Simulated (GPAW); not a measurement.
# InSe (R3m) in GPAW: single point with PBE

Aim: the single point of InSe with PBE.

Program: GPAW 26.7.0. These are calculated values, not measurements. Logs are shortened: lines on timing, memory, paths and dates and some standing lists are left out, and cuts for length are marked. The log counts tension as positive stress, the text compression.

## Step 1: Starting point

Symmetry: R3m, No. 160, trigonal system. Conventional cell: a = 4.000 Å, b = 4.000 Å, c = 25.320 Å, α = 90.00°, β = 90.00°, γ = 120.00°. In (site symmetry 3m) has 3 Se at 2.63 Å and 1 In at 2.82 Å as nearest neighbours. In (site symmetry 3m) is surrounded by 3 Se at 2.64 Å and 1 In at 2.82 Å. Around Se (site symmetry 3m) lie 3 In at 2.63 Å. Around Se (site symmetry 3m) lie 3 In at 2.64 Å.

## Step 2: Single point, PBE

Input file run.py:

```python
from ase.dft.bandgap import bandgap
from ase.io import read, write
from ase.units import GPa
from gpaw import GPAW, PW

atoms = read('InSe.xyz')

calc = GPAW(mode=PW(450),
            xc='PBE',
            kpts={'size': (6, 6, 6), 'gamma': True},
            occupations={'name': 'fermi-dirac', 'width': 0.05},
            nbands=32,
            maxiter=120,
            txt='gpaw.txt')
atoms.calc = calc
energy = atoms.get_potential_energy()
forces = atoms.get_forces()
stress = atoms.get_stress()
calc.write('gs.gpw')
write('result.traj', atoms)
print(f'Energy: {energy:.6f} eV')
print('Forces (eV/A):')
print(forces.round(4))
print('Stress (GPa):', (stress / GPa).round(3))
print('Fermi level:', round(calc.get_fermi_level(), 4), 'eV')
print(f'Gap: {bandgap(calc)[0]:.4f} eV, direct: {bandgap(calc, direct=True)[0]:.4f} eV')
```

Input file InSe.xyz:

```xyz
4
Lattice="2.0000000000 1.1547005384 8.4400000000 -2.0000000000 1.1547005384 8.4400000000 0.0000000000 -2.3094010768 8.4400000000" Properties=species:S:1:pos:R:3 pbc="T T T"
In     0.0000000000      0.0000000000     22.4993520000
In     0.0000000000      0.0000000000      0.0000000000
Se     0.0000000000      0.0000000000      4.3525080000
Se     0.0000000000      0.0000000000      9.7102200000
```

Potentials or basis: GPAW PAW data sets (gpaw-data 1.2.1), pw.

The run is started by

```bash
> OMP_NUM_THREADS=1 python run.py
```

gpaw.txt:

```text
__  _  _
 | _ |_)|_||  |
 |__||  | ||/\| - 26.7.0

Input parameters:
  mode=PW(ecut=450.00000000000006),
  kpts=MonkhorstPack(size=(6, 6, 6), gamma=True),
  maxiter=120,
  nbands=32,
  occupations=Occupations(name='fermi-dirac', width=0.05),
  xc=XC(name='PBE')

Diagonalizing LCAO Hamiltonian
Converting LCAO to pw mode

       In

       Se

       Se

       In

Atoms  # Å, Bohr magnetons
|   | symbol |        x |        y |         z |    initial magnetic moments |
|---|--------|----------|----------|-----------|-----------------------------|
| 0 |     In | 0.000000 | 0.000000 | 22.499352 | ( 0.0000,  0.0000,  0.0000) |
| 1 |     In | 0.000000 | 0.000000 |  0.000000 | ( 0.0000,  0.0000,  0.0000) |
| 2 |     Se | 0.000000 | 0.000000 |  4.352508 | ( 0.0000,  0.0000,  0.0000) |
| 3 |     Se | 0.000000 | 0.000000 |  9.710220 | ( 0.0000,  0.0000,  0.0000) |

Unit cell  # Å
| periodic |         x |         y |        z |  lengths |    angles |
|----------|-----------|-----------|----------|----------|-----------|
|      yes |  2.000000 |  1.154701 | 8.440000 | 8.750253 | 26.425182 |
|      yes | -2.000000 |  1.154701 | 8.440000 | 8.750253 | 26.425182 |
|      yes |  0.000000 | -2.309401 | 8.440000 | 8.750253 | 26.425182 |

Number of symmetries: 6
Symmetry operations  # r_c * U_cc + t_c -> r_c
|   | kind |            matrix            |
|---|------|------------------------------|
| 0 |  E   |  1, 0, 0,  0, 1, 0,  0, 0, 1 |
| 1 |  σ   |  1, 0, 0,  0, 0, 1,  0, 1, 0 |
| 2 |  σ   |  0, 1, 0,  1, 0, 0,  0, 0, 1 |
| 3 |  C3  |  0, 1, 0,  0, 0, 1,  1, 0, 0 |
| 4 |  C3  |  0, 0, 1,  1, 0, 0,  0, 1, 0 |
| 5 |  σ   |  0, 0, 1,  0, 1, 0,  1, 0, 0 |

BZ-sampling:
  Number of BZ points: 216
  Number of IBZ points: 32

  Monkhorst-Pack size: [6, 6, 6]
  Monkhorst-Pack shift: [0.08333333333333333, 0.08333333333333333, 0.08333333333333333]

K-points  # in reciprocal-cell coordinates
|     |                                coordinates |     weight |
|-----|--------------------------------------------|------------|
|   0 | (  0.00000000,   0.00000000,   0.00000000) | 0.00462963 |
|   1 | (  0.16666667,   0.00000000,  -0.16666667) | 0.02777778 |
|   2 | (  0.16666667,   0.00000000,   0.00000000) | 0.02777778 |
|   3 | (  0.16666667,   0.16666667,  -0.16666667) | 0.02777778 |
|   4 | (  0.16666667,   0.16666667,   0.00000000) | 0.02777778 |
|   5 | (  0.16666667,   0.16666667,   0.16666667) | 0.00925926 |
|   6 | (  0.33333333,  -0.16666667,  -0.16666667) | 0.02777778 |
|   7 | (  0.33333333,   0.00000000,  -0.33333333) | 0.02777778 |
|   8 | (  0.33333333,   0.00000000,  -0.16666667) | 0.05555556 |
|   9 | (  0.33333333,   0.00000000,   0.00000000) | 0.02777778 |
| ... |                                            |            |
|  31 | (  0.50000000,   0.50000000,   0.50000000) | 0.00462963 |

Plane wave coefficients: 2553
Cutoff: 450.00000000000006 eV

Spin-components: 1 (collinear spins)
Bands:           32
Projectors:      22
Spin-degeneracy: 2
Datatype:        complex128

Parallelization:
  kpt:    1
  domain: 1
  band:   1

Density:
  Valence electrons: 38.0
  Components: 1
  Grid points: [45 45 45]
  Charge: 0.0  # |e|

Potential:
  Grid points: [45 45 45]

species:
  In:
    name:    Indium
    Z:       49.0
    valence: 13
    core:    36
    charge:  0.0  # [|e|]
    compensation charges:
      type: gauss
      rc: 0.36  # [Å]
      lmax: 2
    cutoffs:
      filter: 2.09  # [Å]
      core: 2.48  # [Å]
    projectors
    | kind |    occ | energy [eV] | rcut [Å] |
    |------|--------|-------------|----------|
    |   5s |  2.000 |      -8.203 |    1.185 |
    |   5p |  1.000 |      -2.521 |    1.244 |
    |   4d | 10.000 |     -18.629 |    1.148 |
    |    s |        |      19.008 |    1.185 |
    |    p |        |      24.691 |    1.244 |
    |    d |        |       8.583 |    1.148 |

    Using partial waves for In as LCAO basis

  Se:
    name:    Selenium
    Z:       34.0
    valence: 6
    core:    28
    charge:  0.0  # [|e|]
    compensation charges:
      type: gauss
      rc: 0.27  # [Å]
      lmax: 2
    cutoffs:
      filter: 1.77  # [Å]
      core: 2.67  # [Å]
    projectors
    | kind |    occ | energy [eV] | rcut [Å] |
    |------|--------|-------------|----------|
    |   4s |  2.000 |     -17.277 |    0.847 |
    |   4p |  4.000 |      -6.512 |    1.005 |
    |    s |        |       9.935 |    0.847 |
    |    p |        |      20.699 |    1.005 |
    |    d |        |       0.000 |    0.847 |

    Using partial waves for Se as LCAO basis

Reference energy: -452157.903581  # eV

eigensolver:
  PPCG
  Converge bands: occupied
  niter=2

density mixing:
  MSR1-Mixer
  Pratt-step length: 0.05
  Maximum mixing coefficient: 0.75
  Old densities: 10
  SVD Regularization: 0.005
  Good broyden scale: 1.0
  Trust region scale: 1.0
  Backstep threshold: 4.0
  History deletion threshold: 6.0
  Fourier metric: weight=20.0, sigma=0.015

occupation numbers:
  Fermi-Dirac:
    width: 0.0500  # eV

poisson solver:
  ecut: 3600.0000000000005  # eV

xc functional:
  name: PBE with 2 nearest neighbor stencil

convergence criteria:
- Maximum [total energy] change in last 3 cyles: 0.0005 eV / valence electron
- Maximum integral of absolute [dens]ity change: 0.0001 electrons / valence electron
- Maximum integral of absolute [eigenst]ate change: 4e-08 eV^2 / valence electron
maximum number of iterations: 120

SCF iterations
|iter     | |      energy | eigst |  dens |
|---------|-|-------------|-------|-------|
|iter:   1| |  -14.826962 | -0.46 |       |
|iter:   2| |  -14.738629 | -2.29 | -1.23 |
|iter:   3| |  -14.507549 | -1.99 | -1.27 |
|iter:   4| |  -14.478833 | -2.91 | -1.67 |
|iter:   5| |  -14.478204 | -3.75 | -2.19 |
|iter:   6| |  -14.477517c| -4.36 | -2.50 |
|iter:   7| |  -14.477546c| -5.47 | -3.26 |
|iter:   8| |  -14.477549c| -6.82 | -3.82 |
|iter:   9| |  -14.477550c| -7.89c| -4.52c|

Converged in 9 steps
Energy contributions relative to reference atoms: (reference = -452157.903581)

Energy contributions:
  Kinetic:          46.455194
  Coulomb:         -43.546495
  Zero:              0.327268
  External:          0.000000
  Xc:              -17.713483
  Entropy:          -0.000067
  Spinorbit:         0.000000
  ----------------------------
  Free energy:     -14.477583
  Extrapolated:    -14.477550

dipole moment: (0.000000, 0.000000, -67.840886)  # |e|*Ang

Fermi level: 4.913
Eigenvalues  # (at kpt = [0.000, 0.000, 0.000])
| band index |      eig [eV] | occ [0-2] |
|------------|---------------|-----------|
|          0 |        -9.988 |     2.000 |
|        ... |               |           |
|         11 |        -8.450 |     2.000 |
|         12 |        -1.587 |     2.000 |
|         13 |         1.267 |     2.000 |
|         14 |         3.184 |     2.000 |
|         15 |         3.384 |     2.000 |
|         16 |         3.384 |     2.000 |
[... 8 lines left out ...]
|         25 |        10.168 |     0.000 |
|         26 |        12.260 |     0.000 |
|        ... |               |           |
|         31 |        14.544 |     0.000 |

Gap: 0.435 eV
Transition (v -> c):
  (s=0, k=31, n=18, [0.50, 0.50, 0.50]) -> (s=0, k=31, n=19, [0.50, 0.50, 0.50])
No difference between direct/indirect transitions

Forces  # eV/Ang
|       x |        y |        z |
|---------|----------|----------|
| 0.00000 | -0.00000 |  0.37459 |  # In   0
| 0.00000 |  0.00000 | -0.36090 |  # In   1
| 0.00000 |  0.00000 | -0.23529 |  # Se   2
| 0.00000 |  0.00000 |  0.21739 |  # Se   3

Stress tensor  # eV/Ang^3
|         x |         y |         z |
|-----------|-----------|-----------|
| -0.012071 |  0.000000 | -0.000000 |
|  0.000000 | -0.012071 | -0.000000 |
| -0.000000 | -0.000000 | -0.004191 |

# Writing to gs.gpw (mode='')
```

It took 1.9 min on 1 thread of AMD EPYC 7B13 (Zen 3), shared host; peak memory 0.34 GiB.

Results:

* Free energy: -14.4776 eV
* Pressure: 1.5 GPa
* Largest force: 0.375 eV/Å
* Band gap on the k mesh: 0.44 eV, direct

Forces on the atoms (eV/Å):
```
In   0.000  0.000  0.375
In   0.000  0.000 -0.361
Se   0.000  0.000 -0.235
Se   0.000  0.000  0.217
```

Levels at points of the mesh, in eV from the valence-band top:
```csv
k point,band 17,band 18,band 19,band 20,band 21,band 22
"(0.00, 0.00, 0.00)",-1.31,-1.22,-1.22,1.68,2.09,4.38
"(0.50, 0.00, 0.00)",-2.35,-2.25,-1.67,1.22,1.97,3.64
"(0.50, 0.50, 0.00)",-2.51,-2.06,-1.50,1.19,1.98,3.30
"(0.50, 0.50, 0.50)",-1.14,-1.14,0.00,0.44,2.15,4.30
```

Caveat: the cutoff is short for stress and forces, so pressures can be off by a GPa or more; spin-orbit coupling is left out, which moves the levels of the heavy elements; the program warned that so skewed a cell can give wrong results. Expect the measured gap to be larger: semilocal functionals such as PBE lack the derivative discontinuity.
